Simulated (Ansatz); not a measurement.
# MgO (P-6m2) in Ansatz: reference runs

Aim: a first look at MgO with PBE, on the cell as given and on a disturbed one.

Program: Ansatz 0.2.0. These are calculated values, not measurements. Logs are shortened: lines on timing, memory, paths and dates and some standing lists are left out, and cuts for length are marked.

**1. The crystal as given**

The structure is hexagonal, space group P-6m2 (No. 187). Conventional cell: a = 2.938 Å, b = 2.938 Å, c = 2.680 Å, α = 90.00°, β = 90.00°, γ = 120.00°. Mg (site symmetry -6m2) is surrounded by 6 O at 2.16 Å. O (site symmetry -6m2) has 6 Mg at 2.16 Å as nearest neighbours.

Measurements of this composition are mostly on another form, of space group No. 225.

**2. Single point, PBE**

input.yaml

```yaml
crystal:
  lattice:
    - [2.9380209034, 0.0, 0.0]
    - [-1.4690104517, 2.5444007392, 0.0]
    - [0.0, 0.0, 2.67968]
  atoms:
    - { symbol: Mg, position: [0.0, 0.0, 0.0] }
    - { symbol: O, position: [0.3333333333, 0.6666666667, 0.5] }
kpoints:
  mp_grid: { grid: [10, 10, 10] }
scf:
  occupations: { method: fermi_dirac, width: 0.05 }
hamiltonian:
  xc: pbe
  pseudopotentials: { kind: all_electron, lapw: { basis_error: 0.001 } }
output:
  forces: true
  stress: true
  eigenvalues: true
  populations: true
```

Potentials or basis: all-electron LAPW, scalar-relativistic.

Command:

```console
$ ansatz run input.yaml --threads 1 --pin off --max-ram 3072MiB --backend cpu --events-out ev --progress --plain --runs-dir out
```

Standard output:

```text
Warning: RAYON_NUM_THREADS=1 ignored (pool sized by the plan → 1); use --threads N
Mg: projections on atomic orbitals take those of the free atom 1s2 2s2 2p6 3s2, of charge +0.00 (hamiltonian.pseudopotentials.projection_atoms)
O: projections on atomic orbitals take those of the free atom 1s2 2s2 2p4, of charge +0.00 (hamiltonian.pseudopotentials.projection_atoms)
LAPW: plane waves up to 8.804 Å⁻¹, error target 1.0e-3 eV per atom; small_component_spin mean_spin; O in spheres of 1.064 Å, 6 of its electrons in bands, Dirac shells []; Mg in spheres of 1.097 Å, 10 of its electrons in bands, Dirac shells [] (how accurate: hamiltonian.pseudopotentials.lapw.basis_error, Limitations)
Engine: ansatz 0.2.0, x86_64-unknown-linux-gnu
Pseudopotentials: kind: all_electron
Pseudopotential: Mg, LAPW, valence charge 10, lapw/all_electron/scalar/gaussian/Mg, Koelling and Harmon's equation, gaussian nucleus
Pseudopotential: O, LAPW, valence charge 6, lapw/all_electron/scalar/gaussian/O, Koelling and Harmon's equation, gaussian nucleus
Functional definition: PBE
  parameter kappa = 0.804
  parameter beta = 0.06672455060314922
  exchange = pbe_x(kappa = kappa, mu = beta*pi^2/3)
  correlation = pbe_c(beta = beta)
Crystal: 2 atoms, lattice volume = 20.032 Å³
Basis set: ecut = 295.31773481859426 eV, 229 PW (Γ), exchange–correlation at level 2
Bands: 12, of which v1, the nominal top of the filled ones, is band 8 counted from 1 (7 counted from 0)
Symmetry: 12 space group operations
Space group: P-6m2 (ITA 187), of the structure as read, at distance tolerance 2.7e-5 Å
k-points: 84 of 1000 (time reversal used)
Non-local potential: Mg, projectors of the file, none
Non-local potential: O, projectors of the file, none
Initial density: superposition of atomic densities (chi_scale 0.1, normalization cell, long waves kept (reshape's long-wave potential 0.00 eV rms))
Initial wavefunctions: plane waves of lowest kinetic energy (no species holds an atomic orbital)
Functional: x = pbe(κ = 0.804, μ = 0.2195149727645171), c = pbe(β = 0.06672455060314922)
iter 1 solved again at ethr=1.62e-2 eV; its pass at ethr=1.00e-1 eV (dr2=2.59e0 eV) is discarded
SCF iter   1: F=—  HF=-7503.734983 eV  |F-HF|=—  |Δ(HF+E_count)|=         —  Δρ=1.03e-1  dr2=2.59e0  ethr=1.62e-2  ⟨swp⟩=2.0  Hψ=6960  notcnv=0
preconditioner: auto → none  [insulator: Δε(μ)=5.418 eV  Ē_g=19.599 eV  σ=0.050 eV  W_gap=1.00  n_scr=8 (ndim 8)  ℏωp=23.5 eV  f_vac=0.000  D(μ)=0.00/eV (n_scr^D=0)  ε∞_Penn≈2.4]
iter 2 solved again at ethr=4.13e-4 eV; its pass at ethr=1.62e-2 eV (dr2=6.60e-2 eV) is discarded
SCF iter   2: F=—  HF=-7502.387960 eV  |F-HF|=—  |Δ(HF+E_count)|=    1.35e0  Δρ=2.30e-2  dr2=6.58e-2  ethr=4.13e-4  ⟨swp⟩=2.6  Hψ=5521  notcnv=0
SCF iter   3: F=—  HF=-7501.997612 eV  |F-HF|=—  |Δ(HF+E_count)|=   3.90e-1  Δρ=1.63e-2  dr2=6.99e-2  ethr=4.11e-4  ⟨swp⟩=3.0  Hψ=3436  notcnv=0
SCF iter   4: F=—  HF=-7501.988055 eV  |F-HF|=—  |Δ(HF+E_count)|=         —  Δρ=1.00e-3  dr2=1.91e-4  ethr=4.11e-4  ⟨swp⟩=2.0  Hψ=3024  notcnv=0
the basis was enlarged: its passes take 436.8 KiB over the memory plan, 1 of 1 planned eigensolver slots
SCF iter   5: F=—  HF=-7501.987927 eV  |F-HF|=—  |Δ(HF+E_count)|=   1.27e-4  Δρ=1.27e-4  dr2=1.48e-6  ethr=1.20e-6  ⟨swp⟩=2.3  Hψ=2731  notcnv=0
SCF iter   6: F=—  HF=-7501.987928 eV  |F-HF|=—  |Δ(HF+E_count)|=   1.08e-6  Δρ=3.10e-5  dr2=1.67e-7  ethr=9.24e-9  ⟨swp⟩=3.0  Hψ=3016  notcnv=0
SCF iter   7: F=-7501.987928 eV  HF=-7501.987928 eV  |F-HF|=3.86e-9  |Δ(HF+E_count)|=   4.29e-7  Δρ=6.26e-6  dr2=5.43e-9  ethr=1.04e-9  ⟨swp⟩=2.9  Hψ=2776  notcnv=0
SCF 1 converged in 7 iterations: F = -7501.987928 eV  dr2 = 5.43e-9
SCF converged after 7 iterations
Free energy (F): -7501.987928 eV
Harris-Foulkes:  -7501.987928 eV  (|F-HF|=3.86e-9)
Internal energy: -7501.987928 eV  (E = F + TS)
E sigma→0 (E₀):  -7501.987928 eV
Fermi energy:    9.241717 eV
--- Per-component energies (eV) ---
  E_band       = -310.633097
  E_kinetic    = 7505.715076
  E_xc         = -683.236444
  E_electrostatic = -14324.466560  (all electrons and nuclei)
  E_smearing   = -0.000000  (= −TS)
  E_closure    = 0.000000  (closes the sum)
  E_atoms      = -7490.792933  (free atoms, spherical and without spin; not in F)
  Σ components = -7501.987928   (vs F -7501.987928, Δ=0.00e0)
  Basis errors (estimates in eV, not in F): energy 3.6e-4 per atom: plane waves 3.2e-4 (1.8e-4 summed), levels above the bands 1.7e-120, relativity 1.2e-7, radial functions 4.1e-5, core shells 1.6e-6; eigenvalues (radial functions only) 1.2e-5; not estimated: angular momenta, meshes, grids; target (lapw.basis_error) 1.0e-3; muffin-tin radii O 1.064 Å, Mg 1.097 Å
--- Forces (eV/Å), atoms counted from 1 ---
  atom   1  Mg     0.00000000    -0.00000000    -0.00000000
  atom   2  O      0.00000000     0.00000000    -0.00000000
  max |Σ_I F_I| component: 5.44e-17 eV/Å
--- Stress (GPa, compression-positive) ---
        0.012332       0.000000       0.000000
        0.000000       0.012332       0.000000
        0.000000       0.000000       0.095543
  P = ⅓ Tr σ = 0.0401 GPa (0.401 kbar)
--- Band table (eV; the first three rows and the last of 84) ---
  k-point 0: bands = ["-65.7076", "-32.4466", "-32.4466", "-32.3892", "-9.7643", "7.0559", "7.0559", "7.2580", "10.6678", "19.5355", "23.2357", "23.2357"]
  k-point 1: bands = ["-65.7066", "-32.4456", "-32.4456", "-32.4004", "-9.6737", "6.5019", "7.1012", "7.1012", "11.2617", "19.6251", "23.3645", "23.3645"]
  k-point 2: bands = ["-65.7039", "-32.4429", "-32.4429", "-32.4297", "-9.4247", "5.0598", "7.2226", "7.2226", "12.3673", "19.5602", "23.7424", "23.7424"]
  k-point 83: bands = ["-65.6896", "-32.4872", "-32.4849", "-32.4724", "-7.9007", "4.1304", "4.9395", "5.5218", "13.9983", "18.3861", "21.0017", "22.2662"]
--- Löwdin populations: 2 sites ---
  site symbol       q [e]
     0     Mg     10.4879
     1      O      9.3450
  spilling = 0.008354 (of n_electrons = 20.000000)
```

Wall time 3.5 s (1 thread of AMD EPYC 9R45 (Zen 5), shared host); peak memory 0.29 GiB.

What came out:

| Item | Value |
| --- | --- |
| Free energy | -7501.9879 eV |
| Pressure | 0.0 GPa |
| Band gap on the k mesh | 3.02 eV, indirect (least direct gap 3.41 eV) |
| Loewdin charges | Mg +1.51; O -1.34 e |

Stress tensor (GPa, compression positive):
```
0.01 0.00 0.00
0.00 0.01 0.00
0.00 0.00 0.10
```

Caveat: the atomic charges don't sum to the cell's charge.

**3. Single point, PBE (atoms moved at random, drawn with an rms of 0.05 Å)**

Edit input.yaml of step 2 so:

```diff
@@ -6,4 +6,4 @@
   atoms:
-    - { symbol: Mg, position: [0.0, 0.0, 0.0] }
-    - { symbol: O, position: [0.3333333333, 0.6666666667, 0.5] }
+    - { symbol: Mg, position: [0.008936, 0.003028, 0.002805] }
+    - { symbol: O, position: [0.340199, 0.657737, 0.502803] }
 kpoints:
```

Potentials or basis: all-electron LAPW, scalar-relativistic.

Command:

```console
$ ansatz run input.yaml --threads 1 --pin off --max-ram 3072MiB --backend cpu --events-out ev --progress --plain --runs-dir out
```

Standard output:

```text
Warning: the atoms were moved onto the symmetric positions of the space group found under crystal.symmetry.tolerance 1.0e-5 (fractional; no operation is sought that the atoms, as they stand in a round, miss by more than twice it, and no atom is moved by as much as it), and the run uses the moved positions. Before a round's move an operation carried an atom to 5.36e-6 Å from where it should land, the largest such distance. Atom 0 (counting from 0) moved farthest, by 2.68e-6 Å; the longest move in fractions of the cell, of whichever atom, is 0.10 of the tolerance, in 1 round. To run the atoms as typed, lower crystal.symmetry.tolerance until the operations that they miss are no longer found, or set crystal.symmetry.detect: false (a key that needs symmetry detection or time reversal refuses this as the deck is read). The positions used, in the order of the run's atom list: position: [0.008936, 0.003028, 0.002804]; position: [0.340199, 0.657737, 0.502804];
Warning: RAYON_NUM_THREADS=1 ignored (pool sized by the plan → 1); use --threads N
Mg: projections on atomic orbitals take those of the free atom 1s2 2s2 2p6 3s2, of charge +0.00 (hamiltonian.pseudopotentials.projection_atoms)
O: projections on atomic orbitals take those of the free atom 1s2 2s2 2p4, of charge +0.00 (hamiltonian.pseudopotentials.projection_atoms)
LAPW: plane waves up to 8.916 Å⁻¹, error target 1.0e-3 eV per atom; small_component_spin mean_spin; O in spheres of 1.052 Å, 8 of its electrons in bands, Dirac shells []; Mg in spheres of 1.086 Å, 10 of its electrons in bands, Dirac shells [] (how accurate: hamiltonian.pseudopotentials.lapw.basis_error, Limitations)
Engine: ansatz 0.2.0, x86_64-unknown-linux-gnu
Pseudopotentials: kind: all_electron
Pseudopotential: Mg, LAPW, valence charge 10, lapw/all_electron/scalar/gaussian/Mg, Koelling and Harmon's equation, gaussian nucleus
Pseudopotential: O, LAPW, valence charge 8, lapw/all_electron/scalar/gaussian/O, Koelling and Harmon's equation, gaussian nucleus
Functional definition: PBE
  parameter kappa = 0.804
  parameter beta = 0.06672455060314922
  exchange = pbe_x(kappa = kappa, mu = beta*pi^2/3)
  correlation = pbe_c(beta = beta)
Crystal: 2 atoms, lattice volume = 20.032 Å³
[... 29 lines left out ...]
  E_band       = -1302.541587
  E_kinetic    = 7505.744779
  E_xc         = -683.240680
  E_electrostatic = -14324.490198  (all electrons and nuclei)
  E_smearing   = -0.000000  (= −TS)
  E_closure    = 0.000000  (closes the sum)
  E_atoms      = -7490.792933  (free atoms, spherical and without spin; not in F)
  Σ components = -7501.986099   (vs F -7501.986099, Δ=0.00e0)
  Basis errors (estimates in eV, not in F): energy 3.7e-4 per atom: plane waves 3.3e-4 (1.9e-4 summed), levels above the bands 1.2e-120, relativity 1.1e-7, radial functions 4.7e-5, core shells 3.3e-12; eigenvalues (radial functions only) 1.0e-5; not estimated: angular momenta, meshes, grids; target (lapw.basis_error) 1.0e-3; muffin-tin radii O 1.052 Å, Mg 1.086 Å
--- Forces (eV/Å), atoms counted from 1 ---
  atom   1  Mg     0.03479680    -0.10886625     0.00000000
  atom   2  O     -0.03479537     0.10886043     0.00000000
  max |Σ_I F_I| component: 5.82e-6 eV/Å
--- Stress (GPa, compression-positive) ---
        0.040469      -0.012464       0.000000
       -0.012464       0.091568       0.000000
        0.000000       0.000000       0.183751
  P = ⅓ Tr σ = 0.1053 GPa (1.053 kbar)
--- Band table (eV; the first three rows and the last of 312) ---
  k-point 0: bands = ["-495.9556", "-65.7068", "-32.4510", "-32.4407", "-32.3883", "-9.7649", "7.0359", "7.0755", "7.2568", "10.6666", "19.5351", "23.1900", "23.2832"]
  k-point 1: bands = ["-495.9556", "-65.7057", "-32.4500", "-32.4396", "-32.3995", "-9.6743", "6.5007", "7.0799", "7.1224", "11.2601", "19.6249", "23.3210", "23.4098"]
  k-point 2: bands = ["-495.9556", "-65.7030", "-32.4473", "-32.4369", "-32.4288", "-9.4253", "5.0591", "7.1968", "7.2479", "12.3653", "19.5599", "23.7060", "23.7808"]
  k-point 311: bands = ["-495.9556", "-65.6895", "-32.5018", "-32.4883", "-32.4454", "-7.9776", "3.9645", "4.3400", "6.8099", "13.4416", "19.0548", "21.7669", "22.4860"]
--- Löwdin populations: 2 sites ---
  site symbol       q [e]
     0     Mg     10.4878
     1      O      9.3451
  spilling = 0.008353 (of n_electrons = 20.000000)
```

Run time: 12 s. Hardware: 1 thread of AMD EPYC 9R45 (Zen 5), shared host; peak memory 0.49 GiB.

Results:

- Free energy: -7501.9861 eV
- Pressure: 0.1 GPa
- Largest force: 0.114 eV/Å
- Band gap on the k mesh: 3.02 eV, indirect (least direct gap 3.41 eV)
- Loewdin charges: Mg +1.51; O -1.35 e

Forces in eV/Å, atoms in the order of the input:
```
Mg   0.035 -0.109  0.000
O   -0.035  0.109  0.000
```

Levels at points of the mesh, in eV from the valence-band top:
| k point | band 5 | band 6 | band 7 | band 8 | band 9 | band 10 | band 11 | band 12 | band 13 |
| --- | --- | --- | --- | --- | --- | --- | --- | --- | --- |
| (0.00, 0.00, 0.00) | -40.04 | -17.41 | -0.61 | -0.57 | -0.39 | 3.02 | 11.89 | 15.54 | 15.63 |
| (0.00, 0.00, -0.50) | -40.08 | -16.32 | -5.33 | -0.13 | -0.05 | 8.29 | 9.01 | 17.54 | 17.61 |
| (0.00, -0.50, 0.00) | -40.03 | -16.36 | -4.87 | -1.28 | -0.05 | 6.56 | 10.53 | 13.19 | 17.83 |
| (0.00, -0.50, -0.50) | -40.10 | -15.63 | -3.69 | -3.35 | -0.79 | 5.91 | 11.46 | 13.81 | 14.89 |
| (-0.50, 0.00, 0.00) | -40.03 | -16.37 | -4.86 | -1.31 | -0.04 | 6.63 | 10.54 | 13.09 | 17.82 |
| (-0.50, 0.00, -0.50) | -40.10 | -15.63 | -3.69 | -3.32 | -0.82 | 5.84 | 11.42 | 13.98 | 14.86 |
| (-0.50, -0.50, 0.00) | -40.03 | -16.37 | -4.85 | -1.32 | -0.04 | 6.66 | 10.55 | 13.04 | 17.82 |
| (-0.50, -0.50, -0.50) | -40.10 | -15.63 | -3.69 | -3.31 | -0.84 | 5.79 | 11.40 | 14.12 | 14.84 |

Caveat: the atomic charges don't sum to the cell's charge.
